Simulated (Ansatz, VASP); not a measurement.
# Al35PtN36 (Pt_Al) in two plane-wave programs

Aim: how closely do two programs agree when they are given the same cell, functional and k mesh? Of the first pair: The structure shown is the start of the Ansatz relaxation below; VASP solves that cell, so the two are compared at the walk's first step.

Method: plane waves, with VASP 6.6.1 beside it; r2SCAN, in Ansatz 0.2.0.

## (1) Set-up

The cell holds 72 atoms: 35 Al, 36 N and 1 Pt. Its edges and angles: a = 9.320 Å, b = 9.320 Å, c = 9.956 Å, α = 90.0°, β = 90.0°, γ = 120.0°. It derives from AlN (AlN (P6_3mc)). Nearest the centre at fractional (0.444, 0.556, 0.500): Pt72 at 0.05 Å, N40 at 1.89 Å, N56 at 1.90 Å, N55 at 1.91 Å, N52 at 1.91 Å, N53 at 3.04 Å, Al5 at 3.07 Å, Al17 at 3.08 Å.

Structure file:

```
Al N Pt
1.0
     9.31957    0.00000    0.00000
    -4.65978    8.07098    0.00000
     0.00000    0.00000    9.95648
Al N Pt
35 36 1
Direct
  0.22079 0.11559 0.24912
  0.10634 0.21663 0.50073
  0.22834 0.11471 0.74898
  0.10564 0.21702 0.99915
  0.22039 0.43856 0.25078
  0.10639 0.55417 0.50272
  0.22153 0.44532 0.75446
  0.10574 0.55300 0.99710
  0.21843 0.77876 0.24669
  0.10896 0.89111 0.49604
  0.21880 0.78004 0.75152
  0.10934 0.88981 0.99509
  0.55618 0.11349 0.24499
  0.43847 0.21780 0.49956
  0.56030 0.11677 0.75059
  0.44352 0.22326 0.00437
  0.55399 0.44688 0.24579
  0.55181 0.44314 0.75357
  0.44927 0.55932 0.99672
  0.55699 0.77482 0.24614
  0.44740 0.88794 0.50339
  0.56125 0.77923 0.75109
  0.45034 0.89179 0.00116
  0.89188 0.11425 0.24548
  0.77926 0.22162 0.50431
  0.89428 0.11131 0.75041
  0.78317 0.22519 0.99714
  0.88695 0.44846 0.24861
  0.77691 0.55916 0.49638
  0.89024 0.44911 0.75277
  0.77339 0.55079 0.00220
  0.89261 0.78315 0.24730
  0.77666 0.88720 0.50443
  0.89257 0.77649 0.74682
  0.77564 0.89104 0.00323
  0.21743 0.10605 0.43842
  0.11029 0.22046 0.18558
  0.22440 0.11512 0.93657
  0.11333 0.22390 0.69506
  0.22053 0.44330 0.44522
  0.10678 0.55238 0.18693
  0.21852 0.44010 0.93711
  0.10863 0.55573 0.68599
  0.22663 0.77842 0.43718
  0.11476 0.89305 0.18698
  0.22022 0.78141 0.93846
  0.11675 0.88966 0.69119
  0.55047 0.11152 0.43959
  0.45025 0.22328 0.19014
  0.56002 0.11026 0.94234
  0.44704 0.22304 0.69494
  0.55740 0.44494 0.43562
  0.44686 0.55942 0.19430
  0.55206 0.44626 0.94286
  0.43934 0.55597 0.69103
  0.55091 0.77893 0.44110
  0.44824 0.89461 0.18868
  0.55962 0.78007 0.93661
  0.44597 0.89478 0.69117
  0.89071 0.11629 0.44306
  0.77912 0.22460 0.18576
  0.89184 0.11229 0.93599
  0.77512 0.21881 0.68630
  0.88547 0.44400 0.44441
  0.77829 0.55471 0.19529
  0.89346 0.44313 0.94078
  0.78143 0.55980 0.68703
  0.88900 0.78074 0.43618
  0.77919 0.89250 0.19446
  0.88302 0.77318 0.94000
  0.78338 0.89016 0.69200
  0.44659 0.56003 0.50308
```

## (2) Ansatz: relaxation, r2SCAN

Ansatz runs on its PAW soft_1 files.

The two programs are compared at the cell with which this relaxation starts, whose forces are those of its first step.

input.yaml reads:

```yaml
crystal:
  lattice:
    - [3.10652185, 3.0e-08, 0.0]
    - [-1.55326095, 2.69032682, 0.0]
    - [0.0, 0.0, 4.97823886]
  atoms:
    - { symbol: Al, position: [0.66666667, 0.33333333, 0.49920333] }
    - { symbol: Al, position: [0.33333333, 0.66666667, 0.99920333] }
    - { symbol: "N", position: [0.66666667, 0.33333333, 0.88079667] }
    - { symbol: "N", position: [0.33333333, 0.66666667, 0.38079667] }
  supercell: [3, 3, 2]
  defects: [{ substitution: { at: 33, symbol: Pt } }]
basis:
  ecutwfc: 500
  xc_grid: 2
hamiltonian:
  xc: r2scan
  pseudopotentials: { kind: paw, azcp: { folder: soft_1 } }
kpoints:
  mp_grid: { grid: [1, 1, 1], shift: [0.25, 0.25, 0.25] }
magnetization:
  spin_polarized: true
  initial_magnetization: 1
  spin_locking: { lock_magnetization: hard }
scf:
  occupations: { method: fixed }
  max_iter: 100
output:
  forces: true
  charged_corrections: { epsilon: [4.49, 4.49, 4.72], static_epsilon: [8.15, 8.15, 9.65] }
relax:
  f_tol: 0.02
  max_steps: 80
  random_displacement: { amplitude: 0.05, seed: 7478 }
checkpoint:
  write: "../q0_M1.relax.run"
  compress: false
  write_wavefunctions: true
  write_every: 100000
```

Started as:

```bash
$ ansatz run input.yaml --threads 4 --pin off --max-ram 7536MiB --backend cpu --events-out ev --progress --plain --runs-dir out
```

Numbers of over 12 decimals in the logs are rounded to 6 here.

Output:

```text
Warning: This run holds its total moment fixed (magnetization.spin_locking.lock_magnetization: hard) and mixes its density by anderson or broyden (scf.mixing.algorithm, typed or taken by auto). Slabs with a fixed moment have converged under broyden above another state at the same moment, at the default mixing steps and at smaller ones, and under scf.lower_state_search: standard, light or off a state that such a mixer [...]
Engine: ansatz 0.2.0, aarch64-unknown-linux-gnu
Pseudopotentials: kind: paw
Pseudopotential: Al, paw, valence charge 3, recommended cutoff 500 eV (meta_gga), soft_1/Al.paw.azcp
Pseudopotential: N, paw, valence charge 5, recommended cutoff 500 eV (meta_gga), soft_1/N.paw.azcp
Pseudopotential: Pt, paw, valence charge 18, recommended cutoff 500 eV (meta_gga), soft_1/Pt.paw.azcp
Functional definition: r2SCAN
  parameter k0 = 0.174
  parameter k1 = 0.065
  parameter a1 = 4.9479
  exchange = r2scan_x(k0 = k0, k1 = k1, a1 = a1)
  correlation = r2scan_c
Crystal: 72 atoms, lattice volume = 748.907 Å³
Basis set: ecut = 500 eV, 18913 PW (Γ), exchange–correlation on 144×144×150 points (8 copies of the dense FFT grid, shifted against one another)
Bands: 224, of which v1, the nominal top of the filled ones, is band 152 counted from 1 (151 counted from 0)
Symmetry: 1 space group operations
k-points: 1
Non-local potential: Al, projectors of the file, l = 0: 2, l = 1: 2, l = 2: 1
Non-local potential: N, projectors of the file, l = 0: 2, l = 1: 2, l = 2: 1
Non-local potential: Pt, projectors of the file, l = 0: 3, l = 1: 2, l = 2: 2, l = 3: 1
PAW form: soft (Blöchl's): semilocal exchange-correlation on the pseudo side does not see the compensation charge
PAW frozen core: Al, regenerated for the run's functional (the file was generated under x = pbe(κ = 0.804, μ = 0.219515), c = pbe(β = 0.066725))
PAW frozen core: N, regenerated for the run's functional (the file was generated under x = pbe(κ = 0.804, μ = 0.219515), c = pbe(β = 0.066725))
PAW frozen core: Pt, regenerated for the run's functional (the file was generated under x = pbe(κ = 0.804, μ = 0.219515), c = pbe(β = 0.066725))
PAW one-centre angular grid: Al, 302 points (default); XC on 160 Gauss nodes
PAW one-centre angular grid: N, 302 points (default); XC on 160 Gauss nodes
PAW one-centre angular grid: Pt, 590 points (default); XC on 160 Gauss nodes
Initial density: superposition of atomic densities (chi_scale 0.1, normalization cell, long waves kept (reshape's long-wave potential 0.04 eV rms))
Starting moments: Σ|m| = 1 μB on 72 of 72 sites
Initial wavefunctions: pseudopotential atomic-orbital guess
Functional: x = r2scan, c = r2scan; τ floored in thin density (d = 2e-4 eV/Å³)
SCF iter   1: F=—  HF=-45449.351642 eV  |F-HF|=—  |Δ(HF+E_count)|=         —  Δρ=6.94e-2 (↑6.75e-2 ↓6.94e-2)  dr2=1.72e2  dr2_τ=5.00e0  dr2_m=2.37e-1  M=1.000 μB ∫|m|=1.011 μB  β_m=1.20  ethr=3.10e-3  ⟨swp⟩=6.0  Hψ=1678  notcnv=0  defer=140
preconditioner: auto → Resta (q_TF=auto, 2.346 Å⁻¹)  ε∞=3.4  [insulator: Δε(μ)=0.113 eV  Ē_g=15.054 eV  n_scr=162 (ndim 8)  ℏωp=23.3 eV  f_vac=0.000  ε∞_Penn≈3.4]
spin=Collinear: Resta preconditioning applied to the charge; magnetization (m = ρ↑ − ρ↓) channel mixes plain (no charge-response kernel on spin).
SCF iter   2: F=—  HF=-45415.793536 eV  |F-HF|=—  |Δ(HF+E_count)|=    3.36e1  Δρ=3.54e-2 (↑3.54e-2 ↓3.51e-2)  dr2=4.49e1  dr2_τ=4.46e-1  dr2_m=1.31e-2  M=1.000 μB ∫|m|=1.175 μB  β_m=1.20  ethr=3.10e-3  ⟨swp⟩=3.0  Hψ=771  notcnv=0  defer=141  κ⁻¹=1.0e0(r=1)
SCF iter   3: F=—  HF=-45411.473278 eV  |F-HF|=—  |Δ(HF+E_count)|=    4.32e0  Δρ=1.82e-2 (↑1.82e-2 ↓1.80e-2)  dr2=6.27e0  dr2_τ=6.77e-2  dr2_m=5.15e-2  M=1.000 μB ∫|m|=1.718 μB  β_m=1.20  ethr=3.10e-3  ⟨swp⟩=2.0  Hψ=757  notcnv=0  defer=139  κ⁻¹=6.5e-2(r=2)
SCF iter   4: F=—  HF=-45412.213626 eV  |F-HF|=—  |Δ(HF+E_count)|=   7.40e-1  Δρ=1.21e-2 (↑1.21e-2 ↓1.19e-2)  dr2=2.21e0  dr2_τ=3.20e-2  dr2_m=4.70e-3  M=1.000 μB ∫|m|=2.172 μB  β_m=1.20  ethr=2.07e-3  ⟨swp⟩=2.0  Hψ=469  notcnv=0  defer=141  κ⁻¹=8.6e-3(r=3)
SCF iter   5: F=—  HF=-45412.367244 eV  |F-HF|=—  |Δ(HF+E_count)|=   1.54e-1  Δρ=4.20e-3 (↑3.95e-3 ↓4.20e-3)  dr2=2.40e-1  dr2_τ=9.15e-3  dr2_m=1.36e-2  M=1.000 μB ∫|m|=2.325 μB  β_m=1.20  ethr=7.30e-4  ⟨swp⟩=2.0  Hψ=471  notcnv=0  defer=140  κ⁻¹=2.0e-3(r=4)
[...]
k-point 0 ↓: bands = [... 148 lower, 7.4747, 7.5492, 8.5051, 9.5102, 9.5581, 13.1680, 13.2308, 13.2668, ... 68 higher]
--- Relaxed structure (7 steps of the walk, 7 accepted, 0 SCFs on fresh bases) ---
  F+E_penalty+E_count = -45416.12983593 eV   max|allowed force component| = 1.537e-2 eV/Å
  atoms:
    - { symbol: Al, position: [0.222683, 0.111685, 0.249223] }
    - { symbol: Al, position: [0.108589, 0.218831, 0.500624] }
    - { symbol: N, position: [0.222297, 0.111483, 0.440017] }
    - { symbol: N, position: [0.110958, 0.221010, 0.188907] }
    - { symbol: Al, position: [0.222223, 0.111658, 0.749567] }
    - { symbol: Al, position: [0.110243, 0.221376, 0.999584] }
    - { symbol: N, position: [0.222045, 0.111647, 0.939610] }
    - { symbol: N, position: [0.110553, 0.221959, 0.691067] }
    - { symbol: Al, position: [0.219834, 0.443317, 0.246404] }
    - { symbol: Al, position: [0.109144, 0.556647, 0.500545] }
    - { symbol: N, position: [0.197640, 0.431112, 0.434689] }
    - { symbol: N, position: [0.111015, 0.556788, 0.189270] }
    - { symbol: Al, position: [0.216569, 0.442238, 0.753147] }
    - { symbol: Al, position: [0.110238, 0.556708, 0.999748] }
    - { symbol: N, position: [0.220181, 0.444292, 0.942966] }
    - { symbol: N, position: [0.110494, 0.555873, 0.690861] }
    - { symbol: Al, position: [0.222896, 0.778476, 0.249335] }
    - { symbol: Al, position: [0.112323, 0.889568, 0.499006] }
    - { symbol: N, position: [0.222939, 0.778443, 0.440130] }
    - { symbol: N, position: [0.112177, 0.889471, 0.189916] }
    - { symbol: Al, position: [0.222383, 0.778419, 0.749568] }
    - { symbol: Al, position: [0.111521, 0.889621, 0.999486] }
    - { symbol: N, position: [0.222214, 0.778733, 0.939698] }
    - { symbol: N, position: [0.111652, 0.889378, 0.689645] }
    - { symbol: Al, position: [0.555720, 0.111947, 0.249975] }
    - { symbol: Al, position: [0.443938, 0.221551, 0.499710] }
    - { symbol: N, position: [0.555358, 0.112405, 0.440236] }
    - { symbol: N, position: [0.444190, 0.221466, 0.188505] }
    - { symbol: Al, position: [0.556033, 0.112341, 0.749021] }
    - { symbol: Al, position: [0.444073, 0.221816, 0.999200] }
    - { symbol: N, position: [0.555864, 0.112356, 0.939308] }
    - { symbol: N, position: [0.444677, 0.223162, 0.690277] }
    - { symbol: Al, position: [0.557509, 0.444513, 0.244878] }
    - { symbol: Pt, position: [0.443821, 0.559009, 0.503669] }
    - { symbol: N, position: [0.567228, 0.435765, 0.431881] }
    - { symbol: N, position: [0.444640, 0.556334, 0.191272] }
    - { symbol: Al, position: [0.556818, 0.443510, 0.752204] }
    - { symbol: Al, position: [0.444056, 0.556366, 0.998978] }
    - { symbol: N, position: [0.555957, 0.445042, 0.942311] }
    - { symbol: N, position: [0.442134, 0.555664, 0.710265] }
    - { symbol: Al, position: [0.558396, 0.781572, 0.245374] }
    - { symbol: Al, position: [0.444948, 0.891537, 0.499953] }
    - { symbol: N, position: [0.571087, 0.803880, 0.432570] }
    - { symbol: N, position: [0.444449, 0.890251, 0.188913] }
    - { symbol: Al, position: [0.557409, 0.782424, 0.752528] }
    - { symbol: Al, position: [0.444244, 0.890598, 0.999444] }
    - { symbol: N, position: [0.556321, 0.780135, 0.942552] }
    - { symbol: N, position: [0.444920, 0.889745, 0.690450] }
    - { symbol: Al, position: [0.889385, 0.111622, 0.250221] }
[...]
- { symbol: Al, position: [0.889222, 0.445558, 0.250031] }
    - { symbol: Al, position: [0.780513, 0.557964, 0.499750] }
    - { symbol: N, position: [0.888895, 0.445927, 0.440274] }
    - { symbol: N, position: [0.780253, 0.557468, 0.188198] }
    - { symbol: Al, position: [0.888070, 0.444678, 0.749269] }
    - { symbol: Al, position: [0.779296, 0.557101, 0.999013] }
    - { symbol: N, position: [0.888523, 0.444994, 0.939473] }
    - { symbol: N, position: [0.777407, 0.556118, 0.690360] }
    - { symbol: Al, position: [0.889954, 0.778842, 0.249016] }
    - { symbol: Al, position: [0.782291, 0.892273, 0.500074] }
    - { symbol: N, position: [0.890612, 0.779442, 0.439818] }
    - { symbol: N, position: [0.780695, 0.890356, 0.188150] }
    - { symbol: Al, position: [0.889247, 0.778642, 0.749329] }
    - { symbol: Al, position: [0.779558, 0.890488, 0.999064] }
    - { symbol: N, position: [0.889590, 0.779015, 0.939284] }
    - { symbol: N, position: [0.778055, 0.889476, 0.690726] }
```

## (3) VASP: single point, r2SCAN, start cell, pair 1

The same cell, functional and mesh now go to VASP, with its own data sets.

Lines of VASP's logs that name or quote its potential files are left out, and so is its time.

INCAR reads:

```
SYSTEM = Al35PtN36
PREC = Accurate
ENCUT = 580
EDIFF = 1E-06
NELM = 200
ISMEAR = 0
SIGMA = 0.01
LREAL = Auto
ALGO = Normal
METAGGA = R2SCAN
LASPH = .TRUE.
NBANDS = 200
ISPIN = 2
MAGMOM = 0 0 0 0 0 0 0 0 0 -0 0 0 -0 0 0 -0 0 0 0 0 0 0 -0 -0 -0 -0 0 0 -0 -0 0 -0 -0 -0 0 0 -0 0 0 -0.12 -0 0.01 0 0 0 0 0 0.02 0 0 0 0.18 0.01 0 0.07 0.16 0 -0 0 -0 -0 0 -0 -0 0 0 -0 -0 0.01 0 -0 0.34
LMAXMIX = 4
LORBIT = 11
LWAVE = .FALSE.
LCHARG = .FALSE.
ISIF = 2
ISYM = 0
NUPDOWN = 1
GGA_COMPAT = .FALSE.
LMIXTAU = .TRUE.
NCORE = 2
```

POSCAR reads:

```
Al35PtN36
1.0
    9.3195655359      0.0000000860      0.0000000000
   -4.6597828424      8.0709804634      0.0000000000
    0.0000000000      0.0000000000      9.9564777190
Al N Pt
35 36 1
Direct
    0.2207854808      0.1155864502      0.2491232412
    0.1063405929      0.2166317957      0.5007257728
    0.2283373658      0.1147107200      0.7489778223
    0.1056408260      0.2170153922      0.9991508323
    0.2203932155      0.4385612129      0.2507806546
    0.1063886086      0.5541738096      0.5027199519
    0.2215304530      0.4453161542      0.7544601828
    0.1057382064      0.5530013375      0.9971048276
    0.2184313258      0.7787631267      0.2466854313
    0.1089587843      0.8911062322      0.4960419879
    0.2187950364      0.7800375691      0.7515170737
    0.1093413104      0.8898055228      0.9950941768
    0.5561792869      0.1134881885      0.2449944718
    0.4384749749      0.2178037687      0.4995611039
    0.5602995762      0.1167675918      0.7505907421
    0.4435213796      0.2232560183      0.0043661305
    0.5539923938      0.4468825032      0.2457897330
    0.5518121221      0.4431363660      0.7535679998
    0.4492665564      0.5593228706      0.9967159351
    0.5569937363      0.7748180014      0.2461372454
    0.4474009643      0.8879427963      0.5033866535
    0.5612472752      0.7792296091      0.7510944343
    0.4503351011      0.8917901603      0.0011557582
    0.8918844540      0.1142511653      0.2454835002
    0.7792579443      0.2216196584      0.5043133869
    0.8942804810      0.1113085241      0.7504067413
    0.7831684511      0.2251872546      0.9971398802
    0.8869486414      0.4484580207      0.2486099070
    0.7769055052      0.5591605572      0.4963751378
    0.8902362274      0.4491129597      0.7527708304
    0.7733933915      0.5507864817      0.0022034179
    0.8926054840      0.7831509383      0.2472956872
    0.7766584102      0.8872001321      0.5044264791
    0.8925696708      0.7764933829      0.7468157123
    0.7756419812      0.8910417967      0.0032255665
    0.2174272901      0.1060510535      0.4384235192
    0.1102887637      0.2204597073      0.1855843052
    0.2243976882      0.1151214508      0.9365739836
    0.1133266754      0.2239004293      0.6950575490
    0.2205260376      0.4433015291      0.4452204007
    0.1067808418      0.5523836925      0.1869328745
    0.2185249965      0.4401037764      0.9371127283
    0.1086298555      0.5557314890      0.6859919936
    0.2266255020      0.7784197978      0.4371816141
    0.1147629847      0.8930502338      0.1869811848
    0.2202219115      0.7814124950      0.9384571797
    0.1167533805      0.8896617979      0.6911882087
    0.5504748205      0.1115153180      0.4395862798
    0.4502517688      0.2232773291      0.1901446529
    0.5600231415      0.1102582215      0.9423362624
    0.4470355104      0.2230384486      0.6949377275
    0.5573986301      0.4449381297      0.4356206203
    0.4468607934      0.5594195132      0.1942974267
    0.5520576935      0.4462608934      0.9428563258
    0.4393427061      0.5559727201      0.6910289155
    0.5509116409      0.7789266721      0.4411001685
    0.4482433171      0.8946069185      0.1886778691
    0.5596173313      0.7800707709      0.9366144598
    0.4459699359      0.8947848399      0.6911749510
    0.8907080186      0.1162864819      0.4430631117
    0.7791203850      0.2245998415      0.1857632842
    0.8918358355      0.1122911804      0.9359896404
    0.7751212337      0.2188087236      0.6863029470
    0.8854662495      0.4440021804      0.4444120828
    0.7782941634      0.5547094251      0.1952947674
    0.8934557495      0.4431254591      0.9407779804
    0.7814294653      0.5597954243      0.6870293083
    0.8889977907      0.7807359902      0.4361765398
    0.7791945759      0.8924988687      0.1944632484
    0.8830196963      0.7731806504      0.9399962782
    0.7833783445      0.8901624735      0.6920000420
    0.4465908133      0.5600272460      0.5030762024
```

KPOINTS reads:

```
Points of the shifted mesh
1
Reciprocal
 0.2500000000  0.2500000000  0.2500000000 1
```

PAW data sets: Al, N and Pt (PBE family, release 64).

Started as:

```bash
$ mpirun -np 8 vasp_std
```

Output:

```text
[banner, memory and clock lines left out]
running    8 mpi-ranks, on    1 nodes
[...]
|                                                                             |
|               ----> ADVICE to this user running VASP <----                  |
|                                                                             |
|     You enforced a specific xc type in the INCAR file but a different       |
|     [... a line on the potential file left out ...]
|     I HOPE YOU KNOW WHAT YOU ARE DOING!                                     |
|                                                                             |

 LDA part: xc-table for (None), standard interpolation
 POSCAR, INCAR and KPOINTS ok, starting setup
[...]
entering main loop
       N       E                     dE             d eps       ncg     rms          rms(c)
DAV:   1     0.118516198507E+04    0.11852E+04   -0.15235E+05   800   0.151E+03
DAV:   2    -0.729804378653E+03   -0.19150E+04   -0.18306E+04   984   0.304E+02
DAV:   3    -0.884195396746E+03   -0.15439E+03   -0.15302E+03   976   0.935E+01
DAV:   4    -0.886734718689E+03   -0.25393E+01   -0.25291E+01   960   0.124E+01
[...]
DAV:  19    -0.725971556623E+03   -0.19940E-04   -0.14480E-05   856   0.122E-02    0.528E-03
DAV:  20    -0.725971558013E+03   -0.13905E-05   -0.16553E-06   552   0.366E-03    0.203E-03
DAV:  21    -0.725971557225E+03    0.78853E-06   -0.40361E-07   480   0.206E-03
   1 F= -.72597156E+03 E0= -.72597156E+03  d E =-.834313E-40  mag=     1.0000
```

Parts of OUTCAR (step 3):

```text
  FREE ENERGIE OF THE ION-ELECTRON SYSTEM (eV)
  ---------------------------------------------------
  free  energy   TOTEN  =      -725.9715572249 eV

  energy  without entropy=     -725.9715572249  energy(sigma->0) =     -725.97155722

 magnetization (x)
# of ion       s       p       d       tot
------------------------------------------
    1        0.000   0.000   0.000   0.000
    2        0.004   0.002   0.000   0.006
    3        0.000   0.000   0.000   0.000
    4        0.000   0.000   0.000   0.000
    5        0.002   0.001   0.000   0.003
    6        0.002   0.002   0.000   0.005
    7       -0.001   0.001   0.000   0.001
    8        0.000   0.000   0.000   0.000
    9        0.000   0.000   0.000   0.000
   10       -0.000  -0.000   0.000  -0.000
   11        0.000   0.000   0.000   0.000
   12        0.000   0.000   0.000   0.000
   13       -0.000  -0.000   0.000  -0.000
[...]
--------------------------------------------------
tot          0.032   0.370   0.393   0.794
```

The run ends at a pressure of 3.66 GPa, with forces up to 6.4 eV/Å.

## (4) Side by side

Known differences besides the potentials themselves: VASP starts from the moments at which Ansatz ended; VASP keeps PBE cores, Ansatz makes them for the functional; fixed occupations in Ansatz, narrow Gaussian smearing in VASP; the data sets hold 303 valence electrons in Ansatz (on its PAW soft_1 files) and 295 in VASP; the cutoff is 500 eV in Ansatz and 580 eV in VASP (PREC = Accurate, projectors in real space). Total energies have different zeros and are not compared.

Forces on 7 of the 72 atoms, those with the largest forces and the largest differences (eV/Å; atoms numbered as in POSCAR):

```tsv
atom	Ansatz x, y, z	VASP x, y, z
Al20	-1.079, 1.472, 1.185	-1.081, 1.478, 1.189
N40	-3.913, -3.217, -2.041	-3.994, -3.261, -2.079
N52	2.973, -2.482, -1.367	3.041, -2.537, -1.393
N55	0.426, -0.096, 5.712	0.423, -0.099, 5.899
N56	1.709, 5.576, -2.333	1.701, 5.681, -2.375
N63	0.780, 0.793, 1.820	0.785, 0.797, 1.833
N66	-1.837, 0.175, -0.450	-1.849, 0.174, -0.455
```

The forces differ by 19 meV/Å r.m.s., which is 1.9 % of the r.m.s. force of 1.046 eV/Å (both taken over all components). Moments aren't recorded for both runs of this pair, so they may hold unlike magnetic states.

## (5) Ansatz: relaxation, r2SCAN

This run makes the geometry at which the two programs are then compared.

The structure compared here is the end of the Ansatz relaxation.

This is the run of step 2 again, met here at its other cell.

(Continued in part 2 of 2.)

[Lines on the potential files, build, host, timing and source positions are cut from VASP's logs without a mark.]

[Logs are printed without paths, hosts, clocks, repeated set-up lines and the standing remarks that a program may print on its own settings, such as how far it seeks lower states.]

[Hosts, paths, dates, database ids (printed as entryN), source tags and the programs' standing remarks are cut or masked in the printed files.]
